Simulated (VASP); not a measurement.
# AlAs in VASP: work function with PBEsol

Aim: the work function of AlAs with PBEsol.

All numbers are computed with VASP 6.6.1; they aren't measurements. Logs are shortened: lines on timing, memory, paths and dates and some standing lists are left out, and cuts for length are marked.

## (1) The structure

The cell holds a slab with vacuum, 10 atoms: a = 5.661 Å, b = 4.003 Å, c = 24.006 Å, α = 90.00°, β = 90.00°, γ = 90.00°.

## (2) Work function, PBEsol

INCAR reads:

```
PREC = Accurate
ENCUT = 520
EDIFF = 1E-6
ISMEAR = 0
SIGMA = 0.05
LREAL = F
LASPH = T
NELM = 80
ALGO = Normal
ISIF = 2
LWAVE = F
LCHARG = T
LDIPOL = T
IDIPOL = 3
DIPOL = 0.5 0.5 0.500
GGA = PS
LVHAR = T
LVACPOTAV = T
KPAR = 8
```

KPOINTS reads:

```
regular mesh
0
Gamma
  4 6 1
```

POSCAR reads:

```
AlAs                                    
1.0
    5.6608000000      0.0000000000      0.0000000000
    0.0000000000      4.0027900670      0.0000000000
    0.0000000000      0.0000000000     24.0055801340
  Al              As            
     5     5
Direct
     0.5579165895698930    0.5000000000000000    0.3528721566411224
     0.9724134966893619    0.0000000000000000    0.4128331744756107
     0.4782227876894755    0.5000000000000000    0.5000000000000000
     0.9724134966893619    0.0000000000000000    0.5871668255243891
     0.5579165895698930    0.5000000000000000    0.6471278433588779
     0.7630059691755788    0.0000000000000000    0.3226821651536367
     0.2252207136368239    0.5000000000000000    0.4163574435988039
     0.7346636741672092    0.0000000000000000    0.5000000000000000
     0.2252207136368239    0.5000000000000000    0.5836425564011959
     0.7630059691755788    0.0000000000000000    0.6773178348463634
```

Potentials or basis: VASP PAW PBE potentials, release 64 (Al, As).

Launch:

```sh
> cat potpaw_PBE.64/Al/POTCAR potpaw_PBE.64/As/POTCAR > POTCAR
> mpirun -np 8 vasp_std > vasp.out
```

OUTCAR:

```text
PREC = Accurate
   ENCUT = 520
   EDIFF = 1E-6
   ISMEAR = 0
   LREAL = F
   LASPH = T
   NELM = 80
   ISIF = 2
   GGA = PS

 ion  position               nearest neighbor table
   1  0.558  0.500  0.353-   7 2.42   6 2.42   6 2.42
   2  0.972  0.000  0.413-   7 2.46   7 2.46   6 2.47   8 2.49
   3  0.478  0.500  0.500-   7 2.47   9 2.47   8 2.47   8 2.47
   4  0.972  0.000  0.587-   9 2.46   9 2.46  10 2.47   8 2.49
   5  0.558  0.500  0.647-   9 2.42  10 2.42  10 2.42
   6  0.763  0.000  0.323-   1 2.42   1 2.42   2 2.47
   7  0.225  0.500  0.416-   1 2.42   2 2.46   2 2.46   3 2.47
   8  0.735  0.000  0.500-   3 2.47   3 2.47   4 2.49   2 2.49
   9  0.225  0.500  0.584-   5 2.42   4 2.46   4 2.46   3 2.47
  10  0.763  0.000  0.677-   5 2.42   5 2.42   4 2.47

  LATTYP: Found a simple orthorhombic cell.
 ALAT       =     4.0027900670
 B/A-ratio  =     1.4142135624
 C/A-ratio  =     5.9972118778

  Lattice vectors:

 A1 = (   0.0000000000,  -4.0027900670,   0.0000000000)
 A2 = (   5.6608000000,   0.0000000000,   0.0000000000)
 A3 = (   0.0000000000,   0.0000000000,  24.0055801340)

Analysis of symmetry for initial positions (statically):
=====================================================================
 Subroutine PRICEL returns:
 Original cell was already a primitive cell.

 Routine SETGRP: Setting up the symmetry group for a
 simple orthorhombic supercell.

 Subroutine GETGRP returns: Found  4 space group operations
 (whereof  4 operations were pure point group operations)
 out of a pool of  8 trial point group operations.

The static configuration has the point symmetry C_2v.

Analysis of symmetry for dynamics (positions and initial velocities):
=====================================================================
 Subroutine PRICEL returns:
 Original cell was already a primitive cell.

 Routine SETGRP: Setting up the symmetry group for a
 simple orthorhombic supercell.

 Subroutine GETGRP returns: Found  4 space group operations
 (whereof  4 operations were pure point group operations)
 out of a pool of  8 trial point group operations.

The dynamic configuration has the point symmetry C_2v.

 Subroutine INISYM returns: Found  4 space group operations
 (whereof  4 operations are pure point group operations),
 and found     1 'primitive' translations

----------------------------------------------------------------------------------------

                                     Primitive cell

  volume of cell :     543.9423

  direct lattice vectors                    reciprocal lattice vectors
     5.660800000  0.000000000  0.000000000     0.176653477  0.000000000  0.000000000
     0.000000000  4.002790067  0.000000000     0.000000000  0.249825742  0.000000000
     0.000000000  0.000000000 24.005580134     0.000000000  0.000000000  0.041656981

  length of vectors
     5.660800000  4.002790067 24.005580134     0.176653477  0.249825742  0.041656981

  position of ions in fractional coordinates (direct lattice)
     0.557916590  0.500000000  0.352872157
     0.972413497  0.000000000  0.412833174
     0.478222788  0.500000000  0.500000000
     0.972413497  0.000000000  0.587166826
     0.557916590  0.500000000  0.647127843
     0.763005969  0.000000000  0.322682165
     0.225220714  0.500000000  0.416357444
     0.734663674  0.000000000  0.500000000
     0.225220714  0.500000000  0.583642556
     0.763005969  0.000000000  0.677317835

  ion indices of the primitive-cell ions
   primitive index   ion index
                 1           1
                 2           2
                 3           3
                 4           4
                 5           5
                 6           6
                 7           7
                 8           8
                 9           9
                10          10

----------------------------------------------------------------------------------------

 KPOINTS: regular mesh

Automatic generation of k-mesh.
 Grid dimensions read from file:
 generate k-points for:    4    6    1

 Generating k-lattice:

  Cartesian coordinates                     Fractional coordinates (reciprocal lattice)
     0.044163369  0.000000000  0.000000000     0.250000000  0.000000000  0.000000000
     0.000000000  0.041637624  0.000000000     0.000000000  0.166666667  0.000000000
     0.000000000  0.000000000  0.041656981     0.000000000  0.000000000  1.000000000

  Length of vectors
     0.044163369  0.041637624  0.041656981

  Shift w.r.t. Gamma in fractional coordinates (k-lattice)
     0.000000000  0.000000000  0.000000000

 Subroutine IBZKPT returns following result:
 ===========================================

 Found     12 irreducible k-points:

 Following reciprocal coordinates:
            Coordinates               Weight
  0.000000  0.000000  0.000000      1.000000
  0.250000  0.000000  0.000000      2.000000
  0.500000  0.000000  0.000000      1.000000
  0.000000  0.166667  0.000000      2.000000
  0.250000  0.166667  0.000000      4.000000
  0.500000  0.166667  0.000000      2.000000
  0.000000  0.333333  0.000000      2.000000
  0.250000  0.333333  0.000000      4.000000
  0.500000  0.333333  0.000000      2.000000
  0.000000  0.500000  0.000000      1.000000
  0.250000  0.500000  0.000000      2.000000
  0.500000  0.500000  0.000000      1.000000
   k-points           NKPTS =     12   k-points in BZ     NKDIM =     12   number of bands    NBANDS=     26
   number of dos      NEDOS =    301   number of ions     NIONS =     10
   total plane-waves  NPLWV = 226800
   dimension x,y,z NGX =    42 NGY =   30 NGZ =  180
   dimension x,y,z NGXF=    84 NGYF=   60 NGZF=  360
   ions per type =               5   5
   NGX,Y,Z   is equivalent  to a cutoff of  12.33, 12.46, 12.47 a.u.
   NGXF,Y,Z  is equivalent  to a cutoff of  24.67, 24.92, 24.93 a.u.
 SYSTEM =  unknown system
   PREC   = accura    normal or accurate (medium, high low for compatibility)
   ISTART =      0    job   : 0-new  1-cont  2-samecut
   ICHARG =      2    charge: 1-file 2-atom 10-const
   ISPIN  =      1    spin polarized calculation?
   LNONCOLLINEAR =      F non collinear calculations
   LSORBIT =      F    spin-orbit coupling
   LASPH  =      T    aspherical Exc in radial PAW
   ENCUT  =  520.0 eV  38.22 Ry    6.18 a.u.  10.53  7.44 44.63*2*pi/ulx,y,z
   NELM   =     80;   NELMIN=  2; NELMDL= -5     # of ELM steps
   EDIFF  = 0.1E-05   stopping-criterion for ELM
   LREAL  =      F    real-space projection
   EDIFFG = 0.1E-04   stopping-criterion for IOM
   NSW    =      0    number of steps for IOM
   IBRION =     -1    ionic relax: 0-MD 1-quasi-New 2-CG
   NFREE  =      0    steps in history (QN), initial steepest desc. (CG)
   ISIF   =      2    stress and relaxation
   ISYM   =      2    0-nonsym 1-usesym 2-fastsym
   POTIM  = 0.5000    time-step for ionic-motion
   TEBEG  =    0.0;   TEEND  =   0.0 temperature during run
   PSTRESS=    0.0 pullay stress
   NELECT =      40.0000    total number of electrons
   NUPDOWN=      -1.0000    fix difference up-down
   EMIN   =  10.00;   EMAX   =-10.00  energy-range for DOS
   EFERMI =   0.00;   METHOD = LEGACY
   ISMEAR =     0;   SIGMA  =   0.05  broadening in eV -4-tet -1-fermi 0-gaus
   EFERMI_NEDOS =   21; number of points for ismear=-14 and -15
   IALGO  =     38    algorithm
   IMIX   =      4    mixing-type and parameters
     AMIX     =   0.40;   BMIX     =  1.00
     AMIX_MAG =   1.60;   BMIX_MAG =  1.00
  volume/ion in A,a.u.               =      54.39       367.07
  Fermi-wavevector in a.u.,A,eV,Ry     =   0.685873  1.296113  6.400482  0.470422
  Thomas-Fermi vector in A             =   1.765940
   LORBIT       =      0    0 simple, 1 ext, 2 COOP (PROOUT), +10 PAW based schemes
   GGA     = PS    functional components
   LHFCALC =     F    Hartree Fock is set to
   AEXX    =    0.0000 exact exchange contribution
   IVDW    =     0    specifies the selected vdW correction
   LEPSILON=     F    determine dielectric tensor
   LRPA    =     F    only Hartree local field effects (RPA)
 non-spin polarized calculation
 Gauss-broadening in eV      SIGMA  =   0.05
  energy-cutoff  :      520.00
  volume of cell :      543.94
 maximum number of plane-waves:     14711
   NGX = 21   NGY = 15   NGZ = 89

 dipolmoment           0.000000      0.000000      0.000000 electrons x Angstroem

 number of electron      40.0000004 magnetization

 dipolmoment           0.000000      0.000000     -0.000000 electrons x Angstroem

 Free energy of the ion-electron system (eV)
  ---------------------------------------------------
  ext. energy  EPLUGINS =         0.00000000
  ---------------------------------------------------
  free energy    TOTEN  =       -48.01009469 eV

  energy without entropy =      -48.01009469  energy(sigma->0) =      -48.01009469

 E-fermi :  -1.2904     XC(G=0):  -4.4141

 val. band max:       -1.5022814596   @ k =   0.0000   0.0000   0.0000
 cond. band min:      -0.8443156222   @ k =   0.0000   0.5000   0.0000
 fundamental gap:      0.6579658375
 Fermi energy:        -1.2904471515

 k-point     1 :       0.0000    0.0000    0.0000
  band No.  band energies     occupation
      1     -13.1554      2.00000
      2     -12.5838      2.00000
      3     -11.7758      2.00000
      4     -11.3793      2.00000
      5     -11.3190      2.00000
      6      -6.7861      2.00000
[... 18 lines left out ...]
     25       1.4464      0.00000
     26       1.8294      0.00000

 k-point     2 :       0.2500    0.0000    0.0000
  band No.  band energies     occupation
      1     -12.9608      2.00000
      2     -12.4403      2.00000
      3     -11.7995      2.00000
      4     -11.6373      2.00000
      5     -11.5506      2.00000
      6      -6.6361      2.00000
[... 18 lines left out ...]
     25       1.4596      0.00000
     26       1.7154      0.00000

 k-point     3 :       0.5000    0.0000    0.0000
  band No.  band energies     occupation
      1     -12.4915      2.00000
      2     -12.3417      2.00000
      3     -12.1860      2.00000
      4     -11.8354      2.00000
      5     -11.6908      2.00000
      6      -6.8602      2.00000
[... 18 lines left out ...]
     25       1.4948      0.00000
     26       1.9869      0.00000

 k-point     4 :       0.0000    0.1667    0.0000
  band No.  band energies     occupation
      1     -12.9774      2.00000
      2     -12.4203      2.00000
      3     -11.6428      2.00000
      4     -11.2928      2.00000
      5     -11.2865      2.00000
      6      -6.6775      2.00000
[... 18 lines left out ...]
     25       1.9252      0.00000
     26       2.2268      0.00000
[... 148 lines left out ...]
      1     -11.9808      2.00000
      2     -11.7227      2.00000
      3     -11.6762      2.00000
      4     -11.1732      2.00000
      5     -11.0639      2.00000
      6      -6.5519      2.00000
[... 18 lines left out ...]
     25       1.2613      0.00000
     26       1.4874      0.00000

 k-point    11 :       0.2500    0.5000    0.0000
  band No.  band energies     occupation
      1     -11.9363      2.00000
      2     -11.6893      2.00000
      3     -11.6421      2.00000
      4     -11.1543      2.00000
      5     -11.0521      2.00000
      6      -6.8304      2.00000
[... 18 lines left out ...]
     25       1.5290      0.00000
     26       1.6165      0.00000

 k-point    12 :       0.5000    0.5000    0.0000
  band No.  band energies     occupation
      1     -11.8895      2.00000
      2     -11.6546      2.00000
      3     -11.6067      2.00000
      4     -11.1351      2.00000
      5     -11.0401      2.00000
      6      -7.2259      2.00000
[... 18 lines left out ...]
     25       1.9458      0.00000
     26       2.6738      0.00000

------------------------ aborting loop because EDIFF is reached ----------------------------------------

  FORCE on cell =-STRESS in cart. coord.  units (eV):
  Direction    XX          YY          ZZ          XY          YZ          ZX
  --------------------------------------------------------------------------------------
  -------------------------------------------------------------------------------------
  Total       -0.6793095     -1.6638987     -0.0715885      0.0000000      0.0000000      0.0000000
  in kB       -2.0009003     -4.9009993     -0.2108633      0.0000000      0.0000000      0.0000000
  external PRESSURE =      -2.3709210 kB  Pullay stress =       0.0000000 kB

 VOLUME and BASIS-vectors are now :
 -----------------------------------------------------------------------------
  energy-cutoff  :      520.00
  volume of cell :      543.94
      direct lattice vectors                 reciprocal lattice vectors
     5.660800000  0.000000000  0.000000000     0.176653477  0.000000000  0.000000000
     0.000000000  4.002790067  0.000000000     0.000000000  0.249825742  0.000000000
     0.000000000  0.000000000 24.005580134     0.000000000  0.000000000  0.041656981

 POSITION                                       TOTAL-FORCE (eV/Angst)
 -----------------------------------------------------------------------------------
      3.15825      2.00140      8.47090        -0.001057      0.000000      0.004884
      5.50464      0.00000      9.91030        -0.002923     -0.000000     -0.009799
      2.70712      2.00140     12.00279         0.007001     -0.000000      0.000000
      5.50464      0.00000     14.09528        -0.002923     -0.000000      0.009799
      3.15825      2.00140     15.53468        -0.001057      0.000000     -0.004884
      4.31922      0.00000      7.74617        -0.002967     -0.000000      0.010443
      1.27493      2.00140      9.99490        -0.003770     -0.000000     -0.004133
      4.15878      0.00000     12.00279         0.014436     -0.000000      0.000000
      1.27493      2.00140     14.01068        -0.003770     -0.000000      0.004133
      4.31922      0.00000     16.25941        -0.002967     -0.000000     -0.010443
 -----------------------------------------------------------------------------------
    total drift:                                0.000317      0.000000      0.000000

  FREE ENERGIE OF THE ION-ELECTRON SYSTEM (eV)
  ---------------------------------------------------
  free  energy   TOTEN  =       -48.0100946942 eV

  energy  without entropy=      -48.0100946942  energy(sigma->0) =      -48.01009469

 vacuum level on the upper side and lower side of the slab         3.817         3.817
```

Wall time 88 s (8 MPI ranks of Intel Xeon Platinum 8488C (Sapphire Rapids), shared host); peak memory 0.64 GiB.

What came out:

| Item | Value |
| --- | --- |
| Free energy | -48.0101 eV |
| Largest force | 0.014 eV/Å |
| Band gap on the k mesh | 0.66 eV, indirect (least direct gap 1.25 eV) |
| Ionisation potential of the upper face | 5.32 eV |

Forces in eV/Å, atoms in the order of the input:
```
Al  -0.001  0.000  0.005
Al  -0.003  0.000 -0.010
Al   0.007  0.000  0.000
Al  -0.003  0.000  0.010
Al  -0.001  0.000 -0.005
As  -0.003  0.000  0.010
As  -0.004  0.000 -0.004
As   0.014  0.000  0.000
As  -0.004  0.000  0.004
As  -0.003  0.000 -0.010
```

Caveat: the PAW data sets were made with another functional, which shifts forces and pressure a little.
